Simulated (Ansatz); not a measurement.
# Formation energy and levels of the self-interstitial S_i (6-fold void) in CdS (F-43m)

Aim: at which Fermi levels does S_i (6-fold void) in CdS (F-43m) change its charge? The model is a cell of 54 host atoms with 1 S put in.

Method: place-levels on r2SCAN runs: charge-transition levels and formation energies with image-charge correction and potential alignment at the atomic sites; PAW set soft_1, in Ansatz 0.2.0.

### 1. Set-up

The cell holds 55 atoms: 27 Cd and 28 S. Cell: a = 12.471 Å, b = 12.471 Å, c = 12.471 Å, α = 60.0°, β = 60.0°, γ = 60.0°. It derives from CdS (space group F-43m). Nearest the centre at fractional (0.792, 0.792, 0.125): S55 at 0.00 Å, S54 at 2.44 Å, S44 at 2.44 Å, S32 at 2.44 Å, Cd37 at 2.44 Å, Cd13 at 2.44 Å, Cd51 at 2.44 Å, S50 at 3.82 Å.

Known beforehand: the electronic dielectric constant, 6.49, and the static one, 10.34, computed on the host (DFPT, PBEsol, on the r2SCAN cell), and a cell off the functional's own equilibrium shifts the ionic part.

The cell's shortest repeat is 12.5 Å.

### 2. Charge states

Levels follow from differences of total energies between charge states, each relaxed by itself.

Random displacements of about 0.05 Å break the site symmetry at the start, so that the relaxation can reach a distorted minimum if there is one. Forces are taken at one point at (¼, ¼, ¼). The cell holds 2 electrons more than the neutral one, with a uniform background that keeps it neutral on the whole.

The sampling was tested on the host first: at the k-points planned (1x1x1 shifted 0.25 0.25 0.25) its energy lies 0.033 eV an atom from the dense-mesh value, so the final energies take a denser sampling.

One state's input; the others differ in charge, spin, start and seed, and in occupations where the table says so.

qm2.relax_smeared/input.yaml

```yaml
crystal:
  lattice:
    - [0.0, 8.81802968, 8.81802968]
    - [8.81802968, 0.0, 8.81802968]
    - [8.81802968, 8.81802968, 0.0]
  atoms:
    - { symbol: Cd, position: [0.0, 0.0, 0.0] }
    - { symbol: S, position: [0.25, 0.25, 0.25] }
[... 2 atom lines left out ...]
    - { symbol: Cd, position: [0.0, 0.0, 0.66666667] }
[... 6 atom lines left out ...]
    - { symbol: S, position: [0.25, 0.58333333, 0.91666667] }
    - { symbol: Cd, position: [0.0, 0.66666667, 0.0] }
[... 1 atom line left out ...]
    - { symbol: Cd, position: [0.0, 0.66666667, 0.33333333] }
[... 5 atom lines left out ...]
    - { symbol: Cd, position: [0.33333333, 0.0, 0.33333333] }
[... 2 atom lines left out ...]
    - { symbol: S, position: [0.58333333, 0.25, 0.91666667] }
[... 1 atom line left out ...]
    - { symbol: S, position: [0.58333333, 0.58333333, 0.25] }
[... 1 atom line left out ...]
    - { symbol: S, position: [0.58333333, 0.58333333, 0.58333333] }
[... 3 atom lines left out ...]
    - { symbol: S, position: [0.58333333, 0.91666667, 0.25] }
[... 3 atom lines left out ...]
    - { symbol: S, position: [0.58333333, 0.91666667, 0.91666667] }
    - { symbol: Cd, position: [0.66666667, 0.0, 0.0] }
[... 1 atom line left out ...]
    - { symbol: Cd, position: [0.66666667, 0.0, 0.33333333] }
[... 4 atom lines left out ...]
    - { symbol: S, position: [0.91666667, 0.58333333, 0.25] }
[... 3 atom lines left out ...]
    - { symbol: S, position: [0.91666667, 0.58333333, 0.91666667] }
    - { symbol: Cd, position: [0.66666667, 0.66666667, 0.0] }
    - { symbol: S, position: [0.91666667, 0.91666667, 0.25] }
    - { symbol: Cd, position: [0.66666667, 0.66666667, 0.33333333] }
[... 2 atom lines left out ...]
    - { symbol: S, position: [0.91666667, 0.91666667, 0.91666667] }
    - { symbol: S, position: [0.791667, 0.791667, 0.125] }
  host:
    repeats: [3, 3, 3]
    atoms:
      - { symbol: Cd, position: [0.0, 0.0, 0.0] }
      - { symbol: S, position: [0.75, 0.75, 0.75] }
total_charge: -2
basis:
  ecutwfc: 500
  xc_grid: 2
hamiltonian:
  xc: r2scan
  pseudopotentials: { kind: paw, azcp: { folder: soft_1 } }
kpoints:
  mp_grid: { grid: [1, 1, 1], shift: [0.25, 0.25, 0.25] }
scf:
  occupations: { method: fermi_dirac, width: 0.01 }
  max_iter: 80
output:
  forces: true
  charged_corrections:
    epsilon: 6.49
    static_epsilon: 10.34
    defect_position: [0.791667, 0.791667, 0.125]
relax:
  f_tol: 0.02
  max_steps: 80
  random_displacement: { amplitude: 0.05, seed: 1036 }
checkpoint:
  write: "../qm2.relax_smeared.run"
  compress: false
  write_wavefunctions: true
  write_every: 100000
```

The run is started by

```sh
ansatz run input.yaml --threads 32 --pin off --max-ram 56524MiB --backend cuda --events-out ev --progress --plain --runs-dir out --max-vram 78GiB
```

Defect states can disperse in a cell of this size, so the energy is taken again at a 2×2×2 shifted mesh, on the relaxed structure.

The run of this state that the levels use, under r2SCAN:

qm2.point/input.yaml

```yaml
crystal:
  checkpoint: "../qm2.relax_smeared.run"
  host: checkpoint
total_charge: -2
basis:
  ecutwfc: 500
  xc_grid: 2
hamiltonian:
  xc: r2scan
  pseudopotentials: { kind: paw, azcp: { folder: soft_1 } }
kpoints:
  mp_grid: { grid: [2, 2, 2], shift: [0.5, 0.5, 0.5] }
scf:
  occupations: { method: fermi_dirac, width: 0.01 }
  max_iter: 80
output:
  forces: true
  eigenvalues: true
  charged_corrections:
    epsilon: 6.49
    static_epsilon: 10.34
    defect_position: [0.791667, 0.791667, 0.125]
  eigenstates: { localisation: true }
  populations: true
  band_densities: [{ bands: [v1, v1] }, { bands: [c1, c1] }]
  write_density: true
  write_potential: true
  volumetric_format: npy
  elf: true
checkpoint:
  read: "../qm2.relax_smeared.run"
  write: "../qm2.point.run"
  compress: false
  write_wavefunctions: false
  write_every: 100000
```

Relaxations under r2SCAN at one point at (¼, ¼, ¼); times on 1 × NVIDIA GB200 with 32 threads of Arm Neoverse V2, shared host:

| charge | moment (μB) | occupations | outcome | steps | largest displacement against the far atoms (Å) | time |
| --- | --- | --- | --- | --- | --- | --- |
| −2 | 0 | fixed | not converged | - | - | 4.9 s |
| −2 | 0 | fermi-dirac | converged | 13 | 1.25 | 16 s |
| −1 | 1 | fixed | converged | 14 | 0.94 | 25 s |
| 0 | 0 | fixed | converged | 14 | 1.38 | 14 s |
| +1 | 1 | fixed | converged | 13 | 1.54 | 29 s |
| −2 | 2 | fixed | converged | 13 | 1.35 | 27 s |

Single points under r2SCAN at a 2×2×2 shifted mesh; times on 1 × NVIDIA GB200 with 32 threads of Arm Neoverse V2, shared host:

| charge | moment (μB) | occupations | outcome | time |
| --- | --- | --- | --- | --- |
| −2 | 0 | fermi-dirac | converged | 6.4 s |
| −1 | 1 | fermi-dirac | converged | 13 s |
| 0 | 0 | fermi-dirac | converged | 5.6 s |
| +1 | 1 | fermi-dirac | converged | 16 s |
| −2 | 2 | fermi-dirac | converged | 14 s |

Distances (Å) from S55 to the nearest atoms after relaxation with r2SCAN:

| charge | moment (μB) | 1. | 2. | 3. | 4. | 5. | 6. |
| --- | --- | --- | --- | --- | --- | --- | --- |
| −2 | 0 | Cd 2.47 | Cd 2.47 | Cd 2.47 | Cd 2.47 | S 3.20 | S 3.20 |
| −2 | 2 | Cd 2.43 | Cd 2.60 | S 2.80 | Cd 2.82 | Cd 2.82 | S 3.05 |
| −1 | 1 | Cd 2.45 | Cd 2.64 | S 2.65 | Cd 2.69 | Cd 2.70 | S 3.27 |
| 0 | 0 | S 2.11 | Cd 2.48 | Cd 2.59 | Cd 2.99 | S 3.19 | S 3.52 |
| +1 | 1 | S 2.02 | Cd 2.57 | Cd 2.81 | Cd 2.92 | S 3.26 | S 3.55 |

### 3. Levels against the band edges, r2SCAN

A charged cell interacts with its images and the background, and its potential has another zero than the host's. place-levels removes the first by a point-charge model, screened by the static dielectric constant since the ions have relaxed around the charge, and the second by comparing potentials at atoms far from the defect.

The host is a run of the defect-free crystal in the same cutoffs, grids and k-points, so that basis and sampling errors cancel in part in the differences. The host is run in a cell of 2 atoms on a matching mesh. Its band edges are searched through the zone by a band path, so the gap is smaller than, or equal to, that on the mesh. Chemical potentials are energies per atom of S (S12 rings, Pnnm, not the stable S8 form), run with the same functional and cutoff.

levels.point.yaml

```yaml
host:
  run: host.point.run
states: [qm2.point.run, qm1_M1.point.run, q0.point.run, qp1_M1.point.run, qm2_M2.point.run]
geometry_from:
  qm2.point.run: qm2.relax_smeared.run
  qm1_M1.point.run: qm1_M1.relax.run
  q0.point.run: q0.relax.run
  qp1_M1.point.run: qp1_M1.relax.run
  qm2_M2.point.run: qm2_M2.relax.run
  host.point.run: host.relax.run
chemical_potentials:
  S:
    energy: -905.804739
    dataset: "<sha256 of the dataset>"
epsilon: 6.49
static_epsilon: 10.34
vertical:
  - { from: qm2.point.run, to: qm2.point_neutral.run }
  - { from: qm1_M1.point.run, to: qm1_M1.point_neutral.run }
  - { from: qp1_M1.point.run, to: qp1_M1.point_neutral.run }
  - { from: qm2_M2.point.run, to: qm2_M2.point_neutral.run }
```

The run is started by

```sh
ansatz place-levels levels.point.yaml -- --threads 32 --pin off --max-ram 56524MiB --backend cuda --max-vram 78GiB
```

Output:

```text
[... repeated set-up lines and file paths are left out, and long positions are rounded to six places ...]
(+1/0) 0.302 eV above the valence edge, 1.235 eV under the conduction edge
(0/-1) 2.768 eV above the valence edge, in the conduction band; not on the lower envelope
(-1/-2) 1.712 eV above the valence edge (+1.863 eV without the band-filling correction), in the conduction band; not on the lower envelope
(0/-2) 2.240 eV above the valence edge (+2.316 eV without the band-filling correction), in the conduction band: charges between them are lowest nowhere
formation energy of charge +1: +1.446 eV with the Fermi level at the valence edge
formation energy of charge 0: +1.748 eV with the Fermi level at the valence edge
formation energy of charge -1: +4.516 eV with the Fermi level at the valence edge
formation energy of charge -2: +6.228 eV with the Fermi level at the valence edge
vertical -2 to 0: no energy, since no alignment is typed
  the change from vertical[0].from (qm2.point.run) to vertical[0].to (qm2.point_neutral.run): by its potential at epsilon 6.49 it stands at 0.738 0.738 0.071, with an rms radius of about 3.0 Å (1.7 1.7 1.7 Å across the planes of the cell's vectors); [...]
vertical -1 to 0: no energy, since no alignment is typed
  the change from vertical[1].from (qm1_M1.point.run) to vertical[1].to (qm1_M1.point_neutral.run): by its spins about the atoms it stands at 0.886 0.645 0.177, with an rms radius of about 2.6 Å (1.8 1.5 1.1 Å across the planes of the cell's vectors); [...]
vertical +1 to 0: no energy, since no alignment is typed
  the change from vertical[2].from (qp1_M1.point.run) to vertical[2].to (qp1_M1.point_neutral.run): its place and width are not told
vertical -2 to 0: no energy, since no alignment is typed
  the change from vertical[3].from (qm2_M2.point.run) to vertical[3].to (qm2_M2.point_neutral.run): by its potential at epsilon 6.49 it stands at 0.718 0.955 0.230, with an rms radius of about 4.7 Å (3.0 3.0 1.8 Å across the planes of the cell's vectors); [...]
  edges by r2scan, gap 1.537 eV; the host is sampled to repeats of 24.94 Å
  the defect's cells are sampled to repeats of 24.94 Å, like sampling
  charge +1: -248653.7684 eV with its correction of +0.308 eV, at epsilon 10.34, aligned at sites: +0.1273 eV, mean over 16 atomic sites at or beyond 6.24 Å from the defect at [0.7917, 0.7917, 0.1250], with +0.001644 for the charge's moments and without [...]
  charge 0: +0.000 eV for its dipole among its images, +0.000 omitted
  charge -1: -248638.0589 eV with its correction of +0.044 eV, at epsilon 10.34, aligned at sites: +0.1369 eV, mean over 16 atomic sites at or beyond 6.24 Å from the defect at [0.7917, 0.7917, 0.1250], with +0.006895 for the charge's moments and without [...]
  charge -2: -248629.8760 eV with its correction of +0.506 eV, at epsilon 10.34, aligned at sites: +0.1091 eV, mean over 16 atomic sites at or beyond 6.24 Å from the defect at [0.7917, 0.7917, 0.1250], with +0.000000 for the charge's moments and without [...]
  charge -2: states[4] (qm2_M2.point.run) stands 1.113 eV higher, with a moment of 2.00 μB against 0.00
  of states[3] (qp1_M1.point.run): the width of its charge, or of the change of it in a vertical transition, is not read, and a band state would take no correction: the longest wave of the two runs' potentials is 1.28 times that of the charge at a point at [...]
  of states[1] (qm1_M1.point.run): its sublattices stand up to 0.0115 Å off the host's, which by the two runs' forces adds about +0.01 eV to its energy against the host's, and moves the band edges: relax the crystal first, and build the cells on it; [...]
  of states[0] (qm2.point.run): it parts from the run that its charge is read beside by 2 carriers, of which the mean alone is read, by its potential at epsilon 6.49, taken for that of held ions (one typed too small widens it): that is narrow, but one of them [...]
  of states[4] (qm2_M2.point.run): it parts from the run at its places by a charge that spreads by about 3 Å along one vector (1.8 Å or more is wide), by its potential at epsilon 6.49, taken for that of held ions (one typed too small widens it), where the [...]
```

Elapsed: 0.51 s, on 32 threads of Arm Neoverse V2, shared host.

Levels between the charges placed, in eV above the valence top:

|  | gap (eV) | (+1/0) | (0/−1) | (−1/−2) |
| --- | --- | --- | --- | --- |
| r2SCAN | 1.54 | 0.30 | 2.77 | 1.71 |

Corrections by state:

| charge | moment (μB) | image terms and alignment (eV) | band filling (eV) | ε used | over the lowest of its charge, as the program ranks them, band filling apart (eV) |
| --- | --- | --- | --- | --- | --- |
| +1 | 1.0 | 0.308 | - | 10.34 | 0.000 |
| 0 | 0.0 | 0.000 | - | - | 0.000 |
| −1 | 1.0 | 0.044 | - | 10.34 | 0.000 |
| −2 | 0.0 | 0.506 | -0.151 | 10.34 | 0.000 |
| −2 | 2.0 | 0.267 | - | 10.34 | 1.113 |

The charged structures listed were also run neutral, and place-levels reads from each pair, by the potential or the spins, how wide the charge is by which they differ; that can be the carrier of either run.

| charge | rms radius (Å) | spread where it is widest against the cell (Å) | wide from (Å) | reading |
| --- | --- | --- | --- | --- |
| −1 | 2.6 | 1.75 | 1.76 | narrow |
| −2 | 3.0 | 1.72 | 1.76 | narrow |

The neutral runs of these pairs need not share the spin of the lowest neutral state, and very wide values only mean spread over the cell.

From the program's caveats on the states, each cut to its opening words:

- charge +1 (1 μB): the width of its charge, or of the change of it in a vertical transition, is not read, and a band state would take no correction: the longest wave of the two [...]
- charge +1 (1 μB), −1 (1 μB), −2 (2 μB): flagged: stability check not made
- charge −1 (1 μB): its sublattices stand up to 0.0115 Å off the host's, which by the two runs' forces adds about +0.01 eV to its energy against the host's, and moves the band [...]
- charge −2: it parts from the run that its charge is read beside by 2 carriers, of which the mean alone is read, by its potential at epsilon 6.49, taken for that of held [...]
- charge −2: a band-filling correction moves a carrier to the host's band edge, which changes its energy by -0.151 eV
- charge −2 (2 μB): it parts from the run at its places by a charge that spreads by about 3 Å along one vector (1.8 Å or more is wide), by its potential at epsilon 6.49, taken for [...]
- charge −2 (2 μB): the far atoms show a dipole or second moment of the defect's charge, for which the correction takes or leaves out 0.232 eV: further moments aren't read, and [...]
- charge −2 (2 μB): its sublattices stand up to 0.0088 Å off the host's, which by the two runs' forces adds about +0.01 eV to its energy against the host's, and moves the band [...]
- charge −2 (2 μB): its moments are held at its close (magnetization.spin_locking), by a field of 0.335 eV a Bohr magneton, and its energy and levels are of the state that this [...]

The host's formation energy from the elements is -0.806 eV per atom; it sets how far the chemical potentials can move.

Limit set by the element alone; other compounds of these elements are not counted. Chemical potentials from the elements' reference states: Cd 0.00 eV, S -1.61 eV. Formation energies (Cd-rich), with the Fermi level at the valence top and at the conduction bottom (gap 1.54 eV):

| charge | at valence top (eV) | at conduction bottom (eV) | correction included (eV) |
| --- | --- | --- | --- |
| +1 | 3.06 | 4.59 | 0.31 |
| 0 | 3.36 | 3.36 | 0.00 |
| −1 | 6.13 | 4.59 | 0.04 |
| −2 | 7.84 | 4.77 | 0.35 |

(Fermi level (eV), lowest formation energy (eV)): (0.00, 3.06), (0.14, 3.20), (0.28, 3.34), (0.42, 3.36), (0.56, 3.36), (0.70, 3.36), (0.84, 3.36), (0.98, 3.36), (1.12, 3.36), (1.26, 3.36), (1.40, 3.36), (1.54, 3.36)

Limit set by the element alone; other compounds of these elements are not counted. Chemical potentials from the elements' reference states: S 0.00 eV, Cd -1.61 eV. Formation energy by charge state (S-rich; gap 1.54 eV):

| charge | at valence top (eV) | at conduction bottom (eV) | correction included (eV) |
| --- | --- | --- | --- |
| +1 | 1.45 | 2.98 | 0.31 |
| 0 | 1.75 | 1.75 | 0.00 |
| −1 | 4.52 | 2.98 | 0.04 |
| −2 | 6.23 | 3.15 | 0.35 |

Fermi level (eV), lowest formation energy (eV) and a bar from the least value:
```
     0.00       1.45 
     0.14       1.59 ##############
     0.28       1.72 ############################
     0.42       1.75 ##############################
     0.56       1.75 ##############################
     0.70       1.75 ##############################
     0.84       1.75 ##############################
     0.98       1.75 ##############################
     1.12       1.75 ##############################
     1.26       1.75 ##############################
     1.40       1.75 ##############################
     1.54       1.75 ##############################
```

### 4. What came out

```json
{
 "gap of the host": "1.54 eV (r2SCAN)",
 "level (plus 1/0)": "0.30 eV above the valence top",
 "level (0/minus 1)": "2.77 eV above the valence top, past the conduction bottom, not a change between lowest states",
 "level (minus 1/minus 2)": "1.71 eV above the valence top, past the conduction bottom, not a change between lowest states (1.86 eV above the valence top without the band-filling term)",
 "lowest of the charges placed, just above the valence top (0.02 eV)": "+1",
 "lowest of the charges placed, just below the conduction bottom (0.02 eV)": "0",
 "lowest formation energy at mid-gap of the charges run, Cd-rich": "3.36 eV",
 "lowest formation energy at mid-gap of the charges run, S-rich": "1.75 eV"
}
```

What this shows: Of the charges placed (−2, −1, 0 and +1), the lowest changes at 0.30 eV (+1/0) above the valence top, in a gap of 1.54 eV. (+1/0) lies nearer to a band edge than the share of the finite-size correction in it (0.31 eV), and that correction holds for a localised charge alone. Charges above +1 were not placed, so these runs say nothing of levels that involve them. States placed: +1 at 1 μB; 0 at 0 μB; −1 at 1 μB; −2 at 0 μB and 2 μB. Other spin states or structures, where not listed, weren't placed. The program finds carriers beyond a band edge of the host and adds a band-filling term at charge −2 (-0.15 eV); steps to such a charge show no bound level, and a defect level inside a band would be read the same way. At charge −2, −1, 0 and +1 the atom put in ends up to 1.5 Å from its starting place, so the name tells the start alone and the levels can join different sites. Limits: r2SCAN makes the gap too small and tends to spread out bound carriers; spin–orbit coupling, which can matter with heavy atoms, is left out; force components of up to 0.23 eV/Å remain in a run at the final settings.

[Logs are printed without paths, hosts, clocks, repeated set-up lines and the standing remarks that a program may print on its own settings, such as how far it seeks lower states.]

[Hosts, paths, dates, database ids (printed as entryN), source tags and the programs' standing remarks are cut or masked in the printed files.]

[Where a table of states has a column of steps, it counts the stored structures, which are thinned; the runs took as many ionic steps or more.]

[A defect's name tells the site on which it was built; relaxed atoms can leave that site.]

[For some hosts the program warned that the k-mesh of the response run may be too coarse for force constants and the static dielectric constant; such warnings are not shown here.]
